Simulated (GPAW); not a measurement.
# KI (Fm-3m): G0W0 with GPAW, start to end

Wanted: ground state, empty states, screening and self-energy for KI (Fm-3m).

Method: PBE and many-body steps on it, plane waves, in GPAW 26.7.0.

Report form: the programs' logs are mostly left out.

**1. The structure**

The structure is cubic, space group Fm-3m (No. 225). Conventional cell: a = 7.066 Å, b = 7.066 Å, c = 7.066 Å, α = 90.00°, β = 90.00°, γ = 90.00°. Nearest to K lie 6 I at 3.53 Å. Nearest to I lie 6 K at 3.53 Å. Farther neighbours and most contacts between anions are not listed.

The cell and positions come from the Crystallography Open Database and are kept as given unless a step says otherwise. Spin-orbit coupling is left out unless a step names it.

**2. Ground state**

This step: GPAW 26.7.0; DFT, PBE, plane waves, PAW.

The ground-state density comes first.

Input file run.py:

```python
import json
import numpy as np
from gpaw.mpi import world
from ase import Atoms
from gpaw import GPAW, PW, FermiDirac

atoms = Atoms(['K', 'I'],
    cell=[[0.0000000000, 3.5327750000, 3.5327750000],
      [3.5327750000, 0.0000000000, 3.5327750000],
      [3.5327750000, 3.5327750000, 0.0000000000]],
    scaled_positions=[[0.0000000000, 0.0000000000, 0.0000000000],
      [0.5000000000, 0.5000000000, 0.5000000000]],
    pbc=(True, True, True))
calc = GPAW(mode=PW(450),
    xc='PBE',
    kpts={'size': (6, 6, 6), 'gamma': True},
    occupations=FermiDirac(0.001),
    nbands=-7,
    convergence={'density': 1e-6, 'bands': -3},
    maxiter=100,
    txt='gs.txt')
atoms.calc = calc
res = {'energy': atoms.get_potential_energy()}
kpts = calc.get_ibz_k_points()
res['kpts'] = kpts
res['eigenvalues'] = [calc.get_eigenvalues(kpt=k) for k in range(len(kpts))]
res['n_electrons'] = calc.get_number_of_electrons()
calc.write('gs.gpw')

if world.rank == 0:
    with open('result.json', 'w') as f:
        json.dump(res, f, default=lambda x: x.tolist())
```

Command:

```bash
$ mpirun -n 4 gpaw python run.py
```

Wall time 5.6 s (4 MPI ranks of Arm Neoverse V2, shared host); peak memory 0.64 GiB.

Numbers from this step:

```
total energy               : -5.711 eV
gap                        : 3.977 eV
k of the valence top       : 0, 0, 0
k of the conduction bottom : 0, 0, 0
least direct gap           : 3.977 eV
```

The gap is direct, at Γ.

**3. Bands along the symmetry lines**

The cheap functional maps the bands first; the places of the edges decide which points the dearer methods must see.

Input file run.py:

```python
import json
import numpy as np
from gpaw.mpi import world
from gpaw import GPAW

path = [[0.000000, 0.000000, 0.000000],
    [0.062500, 0.000000, 0.062500],
    [0.125000, 0.000000, 0.125000],
    [0.187500, 0.000000, 0.187500],
    [0.250000, 0.000000, 0.250000],
    [0.312500, 0.000000, 0.312500],
    [0.375000, 0.000000, 0.375000],
    [0.437500, 0.000000, 0.437500],
    [0.500000, 0.000000, 0.500000],
    [0.515625, 0.031250, 0.515625],
    [0.531250, 0.062500, 0.531250],
    [0.546875, 0.093750, 0.546875],
    [0.562500, 0.125000, 0.562500],
    [0.578125, 0.156250, 0.578125],
    [0.593750, 0.187500, 0.593750],
    [0.609375, 0.218750, 0.609375],
    [0.625000, 0.250000, 0.625000],
    [0.375000, 0.375000, 0.750000],
    [0.328125, 0.328125, 0.656250],
    [0.281250, 0.281250, 0.562500],
    [0.234375, 0.234375, 0.468750],
    [0.187500, 0.187500, 0.375000],
    [0.140625, 0.140625, 0.281250],
    [0.093750, 0.093750, 0.187500],
    [0.046875, 0.046875, 0.093750],
    [0.000000, 0.000000, 0.000000],
    [0.062500, 0.062500, 0.062500],
    [0.125000, 0.125000, 0.125000],
    [0.187500, 0.187500, 0.187500],
    [0.250000, 0.250000, 0.250000],
    [0.312500, 0.312500, 0.312500],
    [0.375000, 0.375000, 0.375000],
    [0.437500, 0.437500, 0.437500],
    [0.500000, 0.500000, 0.500000],
    [0.500000, 0.468750, 0.531250],
    [0.500000, 0.437500, 0.562500],
    [0.500000, 0.406250, 0.593750],
    [0.500000, 0.375000, 0.625000],
    [0.500000, 0.343750, 0.656250],
    [0.500000, 0.312500, 0.687500],
    [0.500000, 0.281250, 0.718750],
    [0.500000, 0.250000, 0.750000],
    [0.500000, 0.218750, 0.718750],
    [0.500000, 0.187500, 0.687500],
    [0.500000, 0.156250, 0.656250],
    [0.500000, 0.125000, 0.625000],
    [0.500000, 0.093750, 0.593750],
    [0.500000, 0.062500, 0.562500],
    [0.500000, 0.031250, 0.531250],
    [0.500000, 0.000000, 0.500000]]
calc = GPAW('gs.gpw').fixed_density(kpts=path,
    symmetry='off',
    nbands=18,
    convergence={'bands': 14},
    txt='bands.txt')
res = {}
kpts = calc.get_ibz_k_points()
res['kpts'] = kpts
res['eigenvalues'] = [calc.get_eigenvalues(kpt=k) for k in range(len(kpts))]
res['n_electrons'] = calc.get_number_of_electrons()

if world.rank == 0:
    with open('result.json', 'w') as f:
        json.dump(res, f, default=lambda x: x.tolist())
```

Command:

```bash
$ mpirun -n 4 gpaw python run.py
```

The job ended after 8.6 s (4 MPI ranks; peak memory 0.69 GiB).

This step gave:

```
gap                        : 3.977 eV
k of the valence top       : 0, 0, 0
k of the conduction bottom : 0, 0, 0
least direct gap           : 3.977 eV
```

The gap is 3.977 eV, as in the run before at this level.

The electronic bands at the labelled points (eV, zero at the top of the highest filled band; v1 is the highest filled band, c1 the lowest empty one):

| point | v4 | v3 | v2 | v1 | c1 | c2 | c3 | c4 |
| --- | --- | --- | --- | --- | --- | --- | --- | --- |
| Γ | -10.48 | 0.00 | 0.00 | 0.00 | 3.98 | 6.51 | 6.51 | 6.51 |
| halfway | -10.34 | -0.78 | -0.21 | -0.21 | 5.30 | 5.54 | 7.60 | 7.90 |
| X | -10.33 | -1.00 | -0.37 | -0.37 | 4.95 | 5.78 | 8.09 | 8.69 |
| halfway | -10.32 | -0.96 | -0.49 | -0.37 | 5.15 | 6.02 | 8.20 | 8.34 |
| U | -10.28 | -0.85 | -0.75 | -0.38 | 5.62 | 6.65 | 7.63 | 8.28 |
| jump to K | -10.28 | -0.85 | -0.75 | -0.38 | 5.62 | 6.65 | 7.63 | 8.28 |
| halfway | -10.30 | -0.87 | -0.30 | -0.24 | 5.55 | 6.30 | 7.21 | 7.40 |
| Γ | -10.48 | 0.00 | 0.00 | 0.00 | 3.98 | 6.51 | 6.51 | 6.51 |
| halfway | -10.33 | -0.76 | -0.17 | -0.17 | 5.07 | 6.58 | 7.12 | 7.12 |
| L | -10.20 | -1.32 | -0.33 | -0.33 | 5.53 | 7.72 | 8.16 | 8.16 |
| halfway | -10.24 | -1.10 | -0.54 | -0.39 | 6.05 | 6.86 | 7.40 | 8.27 |
| W | -10.27 | -0.73 | -0.73 | -0.60 | 6.48 | 6.48 | 6.65 | 8.19 |
| halfway | -10.30 | -0.92 | -0.48 | -0.48 | 5.37 | 6.18 | 7.89 | 8.31 |
| X | -10.33 | -1.00 | -0.37 | -0.37 | 4.95 | 5.78 | 8.09 | 8.69 |

**4. Empty states on the mesh, 4×4×4 mesh, 377 bands**

The sums over transitions need many empty states on a uniform mesh; this step solves for them.

Input file run.py:

```python
import json
import numpy as np
from gpaw.mpi import world
from gpaw import GPAW

calc = GPAW('gs.gpw').fixed_density(kpts={'size': (4, 4, 4), 'gamma': True},
    parallel={'domain': 1, 'band': 1},
    txt='nscf.txt')
calc.diagonalize_full_hamiltonian(nbands=377)
calc.write('full.gpw', mode='all')
res = {}
kpts = calc.get_ibz_k_points()
res['kpts'] = kpts
res['eigenvalues'] = [calc.get_eigenvalues(kpt=k) for k in range(len(kpts))]
res['n_electrons'] = calc.get_number_of_electrons()

if world.rank == 0:
    with open('result.json', 'w') as f:
        json.dump(res, f, default=lambda x: x.tolist())
```

Command:

```bash
$ mpirun -n 4 gpaw python run.py
```

Run time: 17 s. Hardware: 4 MPI ranks; peak memory 1.8 GiB.

This step gave:

| Quantity | Value |
| --- | --- |
| gap | 3.977 eV |
| k of the valence top | 0, 0, 0 |
| k of the conduction bottom | 0, 0, 0 |
| least direct gap | 3.977 eV |
| k points computed | 8 |
| lowest point of the top converged band, above the valence top | 144.8437 eV |

On this mesh the gap is 3.977 eV.

**5. Screening and self-energy, 4×4×4 mesh, 367 bands, screening to 150 eV**

G0W0 replaces the xc potential by the self-energy, built once from these orbitals. Only a window of levels is corrected, while the sums run over the empty bands that the input names.

This step: G0W0 on PBE, plane waves, PAW.

Input file run.py:

```python
import json
import numpy as np
from gpaw.mpi import world
from gpaw.response.g0w0 import G0W0

gw = G0W0('full.gpw',
    filename='gw',
    kpts=[0],
    bands=(6, 10),
    ecut=150,
    nbands=367,
    integrate_gamma='WS',
    ppa=True)
gw.calculate()
res = {mode: {k: v for k, v in r.items() if k != 'sigma_eskwn'}
       for mode, r in gw.all_results.items()}

if world.rank == 0:
    with open('result.json', 'w') as f:
        json.dump(res, f, default=lambda x: x.tolist())
```

Command:

```bash
$ mpirun -n 4 gpaw python run.py
```

Wall time 2.2 min (4 MPI ranks); peak memory 1.6 GiB.

This step gave:

| Property | Result |
| --- | --- |
| G0W0 gap on the points computed | 6.125 eV |
| least direct G0W0 gap on the computed points | 6.125 eV |
| Z at the valence top | 0.8208 |
| Z at the conduction bottom | 0.8603 |
| starting gap on the mesh | 3.977 eV |
| k of the valence top | 0, 0, 0 |
| k of the conduction bottom | 0, 0, 0 |

The gap on the mesh goes from 3.98 eV to 6.12 eV, a correction of +2.15 eV.

Limits: finite bands, cutoff and mesh; no spin-orbit coupling. v1 is the top filled band, c1 the lowest empty one. The levels before and after the correction (eV, zero at the valence-band top of each column):

|  | conduction bottom | valence top |
| --- | --- | --- |
| Kohn-Sham | 3.98 | 0.00 |
| G0W0 | 6.12 | 0.00 |

|  | level | energy (eV) |
| --- | --- | --- |
| Kohn-Sham | Γ v2-v1 | 0.000 |
| Kohn-Sham | Γ c1 | 3.977 |
| Kohn-Sham | Γ c2 | 6.507 |
| G0W0 | Γ v2-v1 | 0.000 |
| G0W0 | Γ c1 | 6.125 |
| G0W0 | Γ c2 | 9.198 |

**6. Where the time went**

Times are wall times on 4 MPI ranks of Arm Neoverse V2, shared host, good to a factor of about two.

| step | time | share | memory (GiB) |
| --- | --- | --- | --- |
| ground state | 5.6 s | 3 % | 0.64 |
| bands along the symmetry lines | 8.6 s | 5 % | 0.69 |
| empty states on the mesh | 17 s | 11 % | 1.8 |
| screening and self-energy | 2.2 min | 81 % | 1.6 |

**7. Outcome**

| Quantity | Value |
| --- | --- |
| PBE gap | 3.98 eV, direct |
| G0W0 gap on the mesh | 6.12 eV |
| GW settings | 4×4×4 mesh, 367 bands, screening to 150 eV, Godby-Needs plasmon pole |
| known limits | not at the basis limit; no spin-orbit coupling |

In words: G0W0 moves the gap on the mesh from 3.98 eV to 6.12 eV (+2.15 eV), with Z of 0.82 and 0.86 at the edges. Only 1 of the mesh's irreducible points was corrected, so a valley elsewhere could overtake. The dearest step here is «screening and self-energy». Bands and cutoff are finite, so the gap is not at the basis limit. The miss can reach some tenths of an eV and take either sign; the mesh is an error of its own. These stock PAW sets were not made for GW; the filled d or f shell of I lies in the frozen core, which bears on start and correction. In the G0W0 run levels were corrected at 1 k point alone, so a gap called «on the mesh» is the least over those, and an edge elsewhere would be missed. The many-body steps are scalar-relativistic: spin-orbit coupling is not in them.

[Paths, hosts, dates, memory and timing lines, banners, echoed tables and standing remarks are left out of the program output.]

[Logs are printed without paths, hosts, clocks, repeated set-up lines and the standing remarks that a program may print on its own settings, such as how far it seeks lower states.]

[Runs of the session that timed out or met a known fault of the program may be left out.]

[Hosts, paths, dates, database ids (printed as entryN), source tags and the programs' standing remarks are cut or masked in the printed files.]
